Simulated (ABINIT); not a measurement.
# Ni (Fm-3m) in ABINIT: settings compared, part 2 of 2

ABINIT 10.8.3 (patched build). Earlier steps stand in the parts before.

### Step 3. Hubbard U by linear response, LDA+U, collinear spin, ferromagnetic start

Input file run.abi:

```
# Datasets
ndtset 2

# Pseudopotentials
pp_dirpath "./"
pseudos "Ni.LDA_PW-JTH.xml"

# Structure
acell 3*1.0
rprim
     0.0000000000     3.2835369649     3.2835369649
     3.2835369649     0.0000000000     3.2835369649
     3.2835369649     3.2835369649     0.0000000000
ntypat 1
znucl 28
natom 1
typat 1
xred
            0.0            0.0            0.0

# Plane-wave basis
ecut 41.0
pawecutdg 63.0

# k points
kptopt 2
ngkpt 6 6 6
nshiftk 1
shiftk 0.0 0.0 0.0

# Exchange and correlation
ixc 7

# Bands and occupations
nband 14
occopt 3
tsmear 0.1 eV

# Spin
nsppol 2
spinat
     0.0000000000     0.0000000000     1.0000000000
nsym 1

# DFT+U
usepawu 1
lpawu 2
upawu 4.0 eV
jpawu 0.0 eV
dmatpuopt 3

# SCF cycle
nstep 120
tolvrs 1.0e-9

# Output
prteig 0
prtebands 0
prtden 0
prtwf 0

# Linear response
irdwfk 1
macro_uj 1
pawujat 1
pawujv1 -0.1 eV
pawujv2 0.1 eV
```

Input file gs.abi:

```
# Pseudopotentials
pp_dirpath "./"
pseudos "Ni.LDA_PW-JTH.xml"

# Structure
acell 3*1.0
rprim
     0.0000000000     3.2835369649     3.2835369649
     3.2835369649     0.0000000000     3.2835369649
     3.2835369649     3.2835369649     0.0000000000
ntypat 1
znucl 28
natom 1
typat 1
xred
            0.0            0.0            0.0

# Plane-wave basis
ecut 41.0
pawecutdg 63.0

# k points
kptopt 2
ngkpt 6 6 6
nshiftk 1
shiftk 0.0 0.0 0.0

# Exchange and correlation
ixc 7

# Bands and occupations
nband 14
occopt 3
tsmear 0.1 eV

# Spin
nsppol 2
spinat
     0.0000000000     0.0000000000     1.0000000000
nsym 1

# DFT+U
usepawu 1
lpawu 2
upawu 4.0 eV
jpawu 0.0 eV
dmatpuopt 3

# SCF cycle
nstep 120
tolvrs 1.0e-9

# Output
prteig 0
prtebands 0
prtden 0
```

Potentials or basis: JTH PAW LDA v2.0.

The run is started by

```
$ abinit gs.abi > log 2>&1
$ ln -s gso_WFK runi_DS1_WFK
$ ln -s gso_WFK runi_DS2_WFK
$ abinit run.abi > log 2>&1
$ lruj runo_DS1_LRUJ.nc runo_DS2_LRUJ.nc > lruj.log 2>&1
```

run.abo:

```text
.Version 10.8.3 of ABINIT
 DATASET    1 : space group P1 (#  1); Bravais aP (primitive triclinic)
================================================================================
 Values of the parameters that define the memory need for DATASET  1.
     intxc =       0    ionmov =       0      iscf =      17    lmnmax =      18
     lnmax =       6     mgfft =      30  mpssoang =       3    mqgrid =    3001
     natom =       1  nloc_mem =       2    nspden =       2   nspinor =       1
    nsppol =       2      nsym =       1    n1xccc =       1    ntypat =       1
    occopt =       3   xclevel =       1
       mpw =         911          nfft =       27000          nkpt =         112
 PAW method is used; the additional fine FFT grid is defined by:
   mgfftf=        36    nfftf =     46656
================================================================================
================================================================================

 DATASET    2 : space group P1 (#  1); Bravais aP (primitive triclinic)
================================================================================
 Values of the parameters that define the memory need for DATASET  2.
     intxc =       0    ionmov =       0      iscf =      17    lmnmax =      18
     lnmax =       6     mgfft =      30  mpssoang =       3    mqgrid =    3001
     natom =       1  nloc_mem =       2    nspden =       2   nspinor =       1
    nsppol =       2      nsym =       1    n1xccc =       1    ntypat =       1
    occopt =       3   xclevel =       1
       mpw =         911          nfft =       27000          nkpt =         112
 PAW method is used; the additional fine FFT grid is defined by:
   mgfftf=        36    nfftf =     46656
================================================================================
================================================================================

--------------------------------------------------------------------------------
------------- Echo of variables that govern the present computation ------------
--------------------------------------------------------------------------------
 -outvars: echo values of preprocessed input variables --------
            acell      1.0000000000E+00  1.0000000000E+00  1.0000000000E+00 Bohr
              amu      5.86900000E+01
         atvshift1      -0.00367   -0.00367   -0.00367   -0.00367   -0.00367
                        -0.00367   -0.00367   -0.00367   -0.00367   -0.00367
         atvshift2       0.00367    0.00367    0.00367    0.00367    0.00367
                         0.00367    0.00367    0.00367    0.00367    0.00367
           diemix      4.50000000E-01
        dmatpuopt           3
             ecut      4.10000000E+01 Hartree
           irdwfk           1
[... 685 lines left out ...]
 prteigrs : prtvol=0 or 1, do not print more k-points.

--- !EnergyTerms
iteration_state     : {dtset: 2, }
comment             : Components of total free energy in Hartree
kinetic             :  2.90896779825547E+01
hartree             :  3.93854161964571E+01
xc                  : -6.60752528283692E+00
Ewald energy        : -1.13101765557413E+02
psp_core            :  5.53695515193793E+00
local_psp           : -1.19245616458817E+02
PAW spherical_terms : -5.93356990390806E+00
internal            : -1.70876427872025E+02
'-kT*entropy'       : -1.42471348250157E-03
total_energy        : -1.70877852585508E+02
total_energy_eV     : -4.64982324758806E+03
...

--- !EnergyTermsDC
iteration_state     : {dtset: 2, }
comment             : '"Double-counting" decomposition of free energy'
band_energy         : -1.46032958994198E+01
Ewald energy        : -1.13101765557413E+02
psp_core            :  5.53695515193793E+00
xc_dc               : -3.73289265187389E+01
PAW spherical_terms : -1.13514307745790E+01
internal            : -1.70848463598213E+02
'-kT*entropy'       : -1.42471348250157E-03
total_energy_dc     : -1.70849888311695E+02
total_energy_dc_eV  : -4.64906230093225E+03
...

--- !EnergyTermsWithPAWCore
iteration_state     : {dtset: 2, }
comment             : 'Components of total free energy, including PAW core contributions'
Total energy        : -1.51823243858806E+03
Total energy DC     : -1.51820447431425E+03
Total energy (eV)   : -4.13132092975975E+04
Total energy DC (eV): -4.13124483509417E+04
...

 Cartesian components of stress tensor (hartree/bohr^3)
  sigma(1 1)=  2.76317877E-04  sigma(3 2)=  1.18129316E-10
  sigma(2 2)=  2.76326749E-04  sigma(3 1)= -1.22370356E-10
  sigma(3 3)=  2.76322293E-04  sigma(2 1)=  5.54946836E-10

-Cartesian components of stress tensor (GPa)         [Pressure= -8.1297E+00 GPa]
- sigma(1 1)=  8.12955262E+00  sigma(3 2)=  3.47548447E-06
- sigma(2 2)=  8.12981365E+00  sigma(3 1)= -3.60026017E-06
- sigma(3 3)=  8.12968252E+00  sigma(2 1)=  1.63270996E-05

== END DATASET(S) ==============================================================
================================================================================

 -outvars: echo values of variables after computation  --------
            acell      1.0000000000E+00  1.0000000000E+00  1.0000000000E+00 Bohr
           etotal1    -1.7090591502E+02
           etotal2    -1.7084988831E+02
            fcart1     0.0000000000E+00  0.0000000000E+00  0.0000000000E+00
            fcart2     0.0000000000E+00  0.0000000000E+00  0.0000000000E+00
            rprim      0.0000000000E+00  3.2835369649E+00  3.2835369649E+00
                       3.2835369649E+00  0.0000000000E+00  3.2835369649E+00
                       3.2835369649E+00  3.2835369649E+00  0.0000000000E+00
           strten1     2.7610991653E-04  2.7611199882E-04  2.7611088605E-04
                       1.1139298217E-10 -1.1661687214E-10  5.4149938871E-10
           strten2     2.7631787728E-04  2.7632674939E-04  2.7632229256E-04
                       1.1812931592E-10 -1.2237035582E-10  5.5494683560E-10
 Calculation completed.
```

gs.abo:

```text
.Version 10.8.3 of ABINIT
 Symmetries : space group P1 (#  1); Bravais aP (primitive triclinic)
================================================================================
 Values of the parameters that define the memory need of the present run
     intxc =       0    ionmov =       0      iscf =      17    lmnmax =      18
[... 463 lines left out ...]
            fcart      0.0000000000E+00  0.0000000000E+00  0.0000000000E+00
            rprim      0.0000000000E+00  3.2835369649E+00  3.2835369649E+00
                       3.2835369649E+00  0.0000000000E+00  3.2835369649E+00
                       3.2835369649E+00  3.2835369649E+00  0.0000000000E+00
           strten      2.7634153388E-04  2.7636177677E-04  2.7639277381E-04
                       1.3756144192E-09 -2.6504498029E-10  5.8389909837E-09
 Calculation completed.
```

lruj.log:

```text
.Version 10.8.3 of LRUJ
--------------------------------------------------------|---------------------------------------
 Linear:        -0.2583705    -0.1375863     3.3977562  |    0.0004863    0.0000640    0.0080314
*************************************************************************************************
*************************************************************************************************
```

Wall time 5 min (1 thread of Intel Xeon Platinum 8488C (Sapphire Rapids), shared host); peak memory 0.15 GiB.

Results:

* Free energy: -4649.8239 eV
* Pressure: -8.1 GPa
* Band gap on the k mesh: none (metal or under the smearing width)
* Net moment: 0.63 μB per cell
* Site moments: Ni +0.74 μB
* Hubbard U from linear response: 3.40 eV

Eigenvalues of the final occupation matrices:
```csv
site,spin,trace,eigenvalues
atom 1,1,4.21,0.84 0.84 0.84 0.85 0.85
atom 1,2,3.42,0.60 0.60 0.60 0.81 0.81
```

Caveat: the k mesh is coarse (spacing up to 0.52 Å⁻¹), so the values aren't converged; the shifted atom has its images in every cell, so this scalar value isn't converged in cell size and belongs to these projectors alone; the U is typed as a test and isn't derived for this compound.
